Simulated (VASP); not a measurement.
# C (Fd-3m) in VASP: band structure with HSE06

Aim: the band structure of C with HSE06.

All numbers are computed with VASP 6.6.1; they aren't measurements. Logs are shortened: lines on timing, memory, paths and dates and some standing lists are left out, and cuts for length are marked.

## 1. The structure

The structure is cubic, space group Fd-3m (No. 227). The conventional cell has a = 3.572 Å, b = 3.572 Å, c = 3.572 Å, α = 90.00°, β = 90.00°, γ = 90.00°. C (site symmetry -43m) has 4 C at 1.55 Å as nearest neighbours.

This isn't the form of C at room conditions, which is graphite.

## 2. Band structure, HSE06

POSCAR

```
C
1.0
    0.0000000000      1.7857950000      1.7857950000
    1.7857950000      0.0000000000      1.7857950000
    1.7857950000      1.7857950000      0.0000000000
C
2
Direct
    0.0000000000      0.0000000000      0.0000000000
    0.2500000000      0.2500000000      0.2500000000
```

INCAR.step1

```
  ALGO = Normal
  EDIFF = 1E-5
  ENCUT = 520
  GGA = PE
  ISIF = 2
  ISMEAR = 0
  LASPH = T
  LCHARG = F
  LREAL = F
  LWAVE = T
  NBANDS = 11
  NELM = 60
  PREC = Accurate
  SIGMA = 0.02
```

INCAR.step2

```
  ALGO = Normal
  EDIFF = 1E-7
  ENCUT = 520
  GGA = PE
  HFSCREEN = 0.2
  ISIF = 2
  ISMEAR = 0
  ISTART = 1
  LASPH = T
  LCHARG = F
  LHFCALC = T
  LREAL = F
  LWAVE = F
  NBANDS = 11
  NELM = 60
  PREC = Accurate
  PRECFOCK = Fast
  SIGMA = 0.02
```

KPOINTS

```
k-points
0
Gamma
  8 8 8
```

KPOINTS_OPT

```
path GXWKGLUWLK,UX
8
line-mode
reciprocal
 0.0000000000  0.0000000000  0.0000000000  G
 0.5000000000  0.0000000000  0.5000000000  X

 0.5000000000  0.0000000000  0.5000000000  X
 0.5000000000  0.2500000000  0.7500000000  W

 0.5000000000  0.2500000000  0.7500000000  W
 0.3750000000  0.3750000000  0.7500000000  K

 0.3750000000  0.3750000000  0.7500000000  K
 0.0000000000  0.0000000000  0.0000000000  G

 0.0000000000  0.0000000000  0.0000000000  G
 0.5000000000  0.5000000000  0.5000000000  L

 0.5000000000  0.5000000000  0.5000000000  L
 0.6250000000  0.2500000000  0.6250000000  U

 0.6250000000  0.2500000000  0.6250000000  U
 0.5000000000  0.2500000000  0.7500000000  W

 0.5000000000  0.2500000000  0.7500000000  W
 0.5000000000  0.5000000000  0.5000000000  L

 0.5000000000  0.5000000000  0.5000000000  L
 0.3750000000  0.3750000000  0.7500000000  K

 0.6250000000  0.2500000000  0.6250000000  U
 0.5000000000  0.0000000000  0.5000000000  X
```

Potentials or basis: VASP PAW PBE potentials, release 64 (C).

Command:

```console
> cat potpaw_PBE.64/C/POTCAR > POTCAR
> cp INCAR.step1 INCAR
> mpirun -np 1 vasp_std > vasp.out
> cp INCAR.step2 INCAR
> mpirun -np 1 vasp_std > vasp.out
```

OUTCAR:

```text
EDIFF = 1E-7
   ENCUT = 520
   GGA = PE
   HFSCREEN = 0.2
   ISIF = 2
   ISMEAR = 0
   ISTART = 1
   LASPH = T
   LHFCALC = T
   LREAL = F
   NELM = 60
   PREC = Accurate
   PRECFOCK = Fast

 ion  position               nearest neighbor table
   1  0.000  0.000  0.000-   2 1.55   2 1.55   2 1.55   2 1.55
   2  0.250  0.250  0.250-   1 1.55   1 1.55   1 1.55   1 1.55

  LATTYP: Found a face centered cubic cell.
 ALAT       =     3.5715900000

  Lattice vectors:

 A1 = (   0.0000000000,   1.7857950000,   1.7857950000)
 A2 = (   1.7857950000,   0.0000000000,   1.7857950000)
 A3 = (   1.7857950000,   1.7857950000,   0.0000000000)

Analysis of symmetry for initial positions (statically):
=====================================================================
 Subroutine PRICEL returns:
 Original cell was already a primitive cell.

 Routine SETGRP: Setting up the symmetry group for a
 face centered cubic supercell.

 Subroutine GETGRP returns: Found 48 space group operations
 (whereof 24 operations were pure point group operations)
 out of a pool of 48 trial point group operations.

The static configuration has the point symmetry T_d .
 The point group associated with its full space group is O_h .

Analysis of symmetry for dynamics (positions and initial velocities):
=====================================================================
 Subroutine PRICEL returns:
 Original cell was already a primitive cell.

 Routine SETGRP: Setting up the symmetry group for a
 face centered cubic supercell.

 Subroutine GETGRP returns: Found 48 space group operations
 (whereof 24 operations were pure point group operations)
 out of a pool of 48 trial point group operations.

The dynamic configuration has the point symmetry T_d .
 The point group associated with its full space group is O_h .

 Subroutine INISYM returns: Found 48 space group operations
 (whereof 24 operations are pure point group operations),
 and found     1 'primitive' translations

----------------------------------------------------------------------------------------

                                     Primitive cell

  volume of cell :      11.3900

  direct lattice vectors                    reciprocal lattice vectors
     0.000000000  1.785795000  1.785795000    -0.279987345  0.279987345  0.279987345
     1.785795000  0.000000000  1.785795000     0.279987345 -0.279987345  0.279987345
     1.785795000  1.785795000  0.000000000     0.279987345  0.279987345 -0.279987345

  length of vectors
     2.525495509  2.525495509  2.525495509     0.484952306  0.484952306  0.484952306

  position of ions in fractional coordinates (direct lattice)
     0.000000000  0.000000000  0.000000000
     0.250000000  0.250000000  0.250000000

  ion indices of the primitive-cell ions
   primitive index   ion index
                 1           1
                 2           2

----------------------------------------------------------------------------------------

 KPOINTS: k-points

Automatic generation of k-mesh.
 Grid dimensions read from file:
 generate k-points for:    8    8    8

 Generating k-lattice:

  Cartesian coordinates                     Fractional coordinates (reciprocal lattice)
    -0.034998418  0.034998418  0.034998418     0.125000000  0.000000000  0.000000000
     0.034998418 -0.034998418  0.034998418     0.000000000  0.125000000  0.000000000
     0.034998418  0.034998418 -0.034998418     0.000000000  0.000000000  0.125000000

  Length of vectors
     0.060619038  0.060619038  0.060619038

  Shift w.r.t. Gamma in fractional coordinates (k-lattice)
     0.000000000  0.000000000  0.000000000

 Subroutine IBZKPT returns following result:
 ===========================================

 Found     29 irreducible k-points:

 Following reciprocal coordinates:
            Coordinates               Weight
  0.000000  0.000000  0.000000      1.000000
  0.125000  0.000000  0.000000      8.000000
  0.250000  0.000000  0.000000      8.000000
  0.375000  0.000000  0.000000      8.000000
  0.500000  0.000000  0.000000      4.000000
  0.125000  0.125000  0.000000      6.000000
[... 16 lines left out ...]
  0.500000  0.250000  0.125000     48.000000
 -0.375000  0.250000  0.125000     24.000000
 [... further k-points ...]
   k-points           NKPTS =     29   k-points in BZ     NKDIM =    512   number of bands    NBANDS=     11
   number of dos      NEDOS =    301   number of ions     NIONS =      2
   total plane-waves  NPLWV =   8000
   dimension x,y,z NGX =    20 NGY =   20 NGZ =   20
   dimension x,y,z NGXF=    40 NGYF=   40 NGZF=   40
   ions per type =               2
   NGX,Y,Z   is equivalent  to a cutoff of  13.17, 13.17, 13.17 a.u.
   NGXF,Y,Z  is equivalent  to a cutoff of  26.33, 26.33, 26.33 a.u.
 SYSTEM =  unknown system
   PREC   = accura    normal or accurate (medium, high low for compatibility)
   ISTART =      1    job   : 0-new  1-cont  2-samecut
   ICHARG =      0    charge: 1-file 2-atom 10-const
   ISPIN  =      1    spin polarized calculation?
   LNONCOLLINEAR =      F non collinear calculations
   LSORBIT =      F    spin-orbit coupling
   LASPH  =      T    aspherical Exc in radial PAW
   ENCUT  =  520.0 eV  38.22 Ry    6.18 a.u.   4.70  4.70  4.70*2*pi/ulx,y,z
   NELM   =     60;   NELMIN=  2; NELMDL=  0     # of ELM steps
   EDIFF  = 0.1E-06   stopping-criterion for ELM
   LREAL  =      F    real-space projection
   EDIFFG = 0.1E-05   stopping-criterion for IOM
   NSW    =      0    number of steps for IOM
   IBRION =     -1    ionic relax: 0-MD 1-quasi-New 2-CG
   NFREE  =      0    steps in history (QN), initial steepest desc. (CG)
   ISIF   =      2    stress and relaxation
   ISYM   =      3    0-nonsym 1-usesym 2-fastsym
   POTIM  = 0.5000    time-step for ionic-motion
   TEBEG  =    0.0;   TEEND  =   0.0 temperature during run
   PSTRESS=    0.0 pullay stress
   NELECT =       8.0000    total number of electrons
   NUPDOWN=      -1.0000    fix difference up-down
   EMIN   =  10.00;   EMAX   =-10.00  energy-range for DOS
   EFERMI =   0.00;   METHOD = LEGACY
   ISMEAR =     0;   SIGMA  =   0.02  broadening in eV -4-tet -1-fermi 0-gaus
   EFERMI_NEDOS =   21; number of points for ismear=-14 and -15
   IALGO  =     38    algorithm
   IMIX   =      1    mixing-type and parameters
     AMIX     =   0.40;   BMIX     =  1.00
     AMIX_MAG =   1.60;   BMIX_MAG =  1.00
  volume/ion in A,a.u.               =       5.70        38.43
  Fermi-wavevector in a.u.,A,eV,Ry     =   1.455224  2.749975 28.812749  2.117677
  Thomas-Fermi vector in A             =   2.572284
   LORBIT       =      0    0 simple, 1 ext, 2 COOP (PROOUT), +10 PAW based schemes
   GGA     = PE    functional components
   LHFCALC =     T    Hartree Fock is set to
   PRECFOCK=fast      Normal, Fast or Accurate (Low or Medium for compatibility)
   ENCUT4O =  -1.0   cutoff for four orbital integrals eV
   NKREDX  =     1    reduce k-point grid by
   NKREDY  =     1    reduce k-point grid by
   NKREDZ  =     1    reduce k-point grid by
   AEXX    =    0.2500 exact exchange contribution
   HFSCREEN=    0.2000 screening length (either q_TF or 0.3 A-1)
   HFSCREENC=   0.2000 screening length for correlation (either q_TF or 0.3 A-1)
   ENCUTFOCK=  -1.0 apply spherical cutoff to Coloumb kernel
   IVDW    =     0    specifies the selected vdW correction
   LEPSILON=     F    determine dielectric tensor
   LRPA    =     F    only Hartree local field effects (RPA)
 non-spin polarized calculation
 Gauss-broadening in eV      SIGMA  =   0.02
  energy-cutoff  :      520.00
  volume of cell :       11.39
 maximum number of plane-waves:       331
  NGX = 12; NGY = 12; NGZ = 12

 number of electron       7.9999999 magnetization

 Free energy of the ion-electron system (eV)
  ---------------------------------------------------
  ext. energy  EPLUGINS =         0.00000000
  ---------------------------------------------------
  free energy    TOTEN  =       -21.08527314 eV

  energy without entropy =      -21.08527314  energy(sigma->0) =      -21.08527314

 E-fermi :   9.2761     XC(G=0): -10.7942

 val. band max:        9.0433767072   @ k =   0.0000   0.0000   0.0000
 cond. band min:      14.3334992648   @ k =   0.3750   0.3750   0.0000
 fundamental gap:      5.2901225576
 Fermi energy:         9.2761018403

 k-point     1 :       0.0000    0.0000    0.0000
  band No.  band energies     occupation
      1     -14.4414      2.00000
      2       9.0434      2.00000
      3       9.0434      2.00000
      4       9.0434      2.00000
      5      16.0230      0.00000
      6      16.0230      0.00000
      7      16.0230      0.00000
      8      24.2307      0.00000
      9      29.8549      0.00000
     10      37.3180      0.00000
     11      37.3180      0.00000

 k-point     2 :       0.1250    0.0000    0.0000
  band No.  band energies     occupation
      1     -13.9749      2.00000
      2       6.4418      2.00000
      3       8.3522      2.00000
      4       8.3522      2.00000
      5      16.9404      0.00000
      6      16.9404      0.00000
      7      17.3370      0.00000
      8      24.6394      0.00000
      9      30.5956      0.00000
     10      34.1463      0.00000
     11      34.1463      0.00000

 k-point     3 :       0.2500    0.0000    0.0000
  band No.  band energies     occupation
      1     -12.5897      2.00000
      2       1.8454      2.00000
      3       7.1585      2.00000
      4       7.1585      2.00000
      5      18.3875      0.00000
      6      18.3875      0.00000
      7      18.6453      0.00000
      8      25.6537      0.00000
      9      31.4744      0.00000
     10      33.0644      0.00000
     11      33.0644      0.00000

 k-point     4 :       0.3750    0.0000    0.0000
  band No.  band energies     occupation
      1     -10.3615      2.00000
      2      -2.6326      2.00000
      3       6.2917      2.00000
      4       6.2917      2.00000
      5      19.0036      0.00000
      6      19.0036      0.00000
      7      19.1990      0.00000
      8      26.4615      0.00000
      9      32.0433      0.00000
     10      34.8477      0.00000
     11      34.8477      0.00000
[... 239 lines left out ...]
 k-point    22 :       0.3750    0.2500    0.1250
  band No.  band energies     occupation
      1     -11.3731      2.00000
      2       1.8817      2.00000
      3       3.0948      2.00000
      4       5.9025      2.00000
      5      17.0218      0.00000
      6      20.7394      0.00000
      7      22.4170      0.00000
      8      22.4482      0.00000
      9      31.6302      0.00000
     10      32.5542      0.00000
     11      36.6000      0.00000

 k-point    23 :       0.5000    0.2500    0.1250
  band No.  band energies     occupation
      1      -9.1857      2.00000
      2      -1.7469      2.00000
      3       2.1992      2.00000
      4       4.6115      2.00000
      5      18.4835      0.00000
      6      20.2500      0.00000
      7      23.2805      0.00000
      8      24.2632      0.00000
      9      31.1412      0.00000
     10      33.4040      0.00000
     11      37.1967      0.00000

 k-point    24 :      -0.3750    0.2500    0.1250
  band No.  band energies     occupation
      1      -7.1443      2.00000
      2      -4.4511      2.00000
      3       2.1422      2.00000
      4       3.9606      2.00000
      5      18.7783      0.00000
      6      20.0766      0.00000
      7      24.0755      0.00000
      8      25.9767      0.00000
      9      29.0346      0.00000
     10      35.2564      0.00000
     11      37.3349      0.00000

 [... further k-points ...]

------------------------ aborting loop because EDIFF is reached ----------------------------------------

  FORCE on cell =-STRESS in cart. coord.  units (eV):
  Direction    XX          YY          ZZ          XY          YZ          ZX
  --------------------------------------------------------------------------------------
  -------------------------------------------------------------------------------------
  Total       -0.6494828     -0.6494828     -0.6494828      0.0000000      0.0000000      0.0000000
  in kB      -91.3594453    -91.3594453    -91.3594453      0.0000000      0.0000000      0.0000000
  external PRESSURE =     -91.3594453 kB  Pullay stress =       0.0000000 kB

 VOLUME and BASIS-vectors are now :
 -----------------------------------------------------------------------------
  energy-cutoff  :      520.00
  volume of cell :       11.39
      direct lattice vectors                 reciprocal lattice vectors
     0.000000000  1.785795000  1.785795000    -0.279987345  0.279987345  0.279987345
     1.785795000  0.000000000  1.785795000     0.279987345 -0.279987345  0.279987345
     1.785795000  1.785795000  0.000000000     0.279987345  0.279987345 -0.279987345

 POSITION                                       TOTAL-FORCE (eV/Angst)
 -----------------------------------------------------------------------------------
      0.00000      0.00000      0.00000        -0.000000     -0.000000     -0.000000
      0.89290      0.89290      0.89290         0.000000      0.000000      0.000000
 -----------------------------------------------------------------------------------
    total drift:                               -0.000000     -0.000000     -0.000000

  FREE ENERGIE OF THE ION-ELECTRON SYSTEM (eV)
  ---------------------------------------------------
  free  energy   TOTEN  =       -21.0852731386 eV

  energy  without entropy=      -21.0852731386  energy(sigma->0) =      -21.08527314
```

It took 6.5 min on 1 thread of Intel Xeon 6975P-C (Granite Rapids), shared host; peak memory 0.25 GiB.

Results:

```
Free energy             : -21.0853 eV
Pressure                : -9.1 GPa
Band gap on the k mesh  : 5.29 eV, indirect (least direct gap 6.98 eV)
Band gap along the path : 5.29 eV, indirect (least direct gap 6.98 eV)
```

Levels at the corners of the path, in eV from the valence-band top:
```
point  band 1  band 2  band 3  band 4  band 5  band 6  band 7  band 8
    Γ  -23.48    0.00    0.00    0.00    6.98    6.98    6.98   15.19
    X  -14.05  -14.05   -6.85   -6.85    5.92    5.92   19.18   19.18
    X  -14.05  -14.05   -6.85   -6.85    5.92    5.92   19.18   19.18
    W  -13.22  -13.22   -9.00   -9.00   12.16   12.16   14.22   14.22
    W  -13.22  -13.22   -9.00   -9.00   12.16   12.16   14.22   14.22
    K  -14.32  -12.91  -10.08   -5.83    6.90   12.37   16.51   17.82
    K  -14.32  -12.91  -10.08   -5.83    6.90   12.37   16.51   17.82
    Γ  -23.48    0.00    0.00    0.00    6.98    6.98    6.98   15.19
    Γ  -23.48    0.00    0.00    0.00    6.98    6.98    6.98   15.19
    L  -17.29  -14.58   -3.05   -3.05   10.02   10.02   10.30   17.60
    L  -17.29  -14.58   -3.05   -3.05   10.02   10.02   10.30   17.60
    U  -14.32  -12.91  -10.08   -5.83    6.90   12.37   16.51   17.82
    U  -14.32  -12.91  -10.08   -5.83    6.90   12.37   16.51   17.82
    W  -13.22  -13.22   -9.00   -9.00   12.16   12.16   14.22   14.22
    W  -13.22  -13.22   -9.00   -9.00   12.16   12.16   14.22   14.22
    L  -17.29  -14.58   -3.05   -3.05   10.02   10.02   10.30   17.60
    L  -17.29  -14.58   -3.05   -3.05   10.02   10.02   10.30   17.60
    K  -14.32  -12.91  -10.08   -5.83    6.90   12.37   16.51   17.82
    U  -14.32  -12.91  -10.08   -5.83    6.90   12.37   16.51   17.82
    X  -14.05  -14.05   -6.85   -6.85    5.92    5.92   19.18   19.18
```

Caveat: the PAW data sets were made with another functional, which shifts forces and pressure a little.
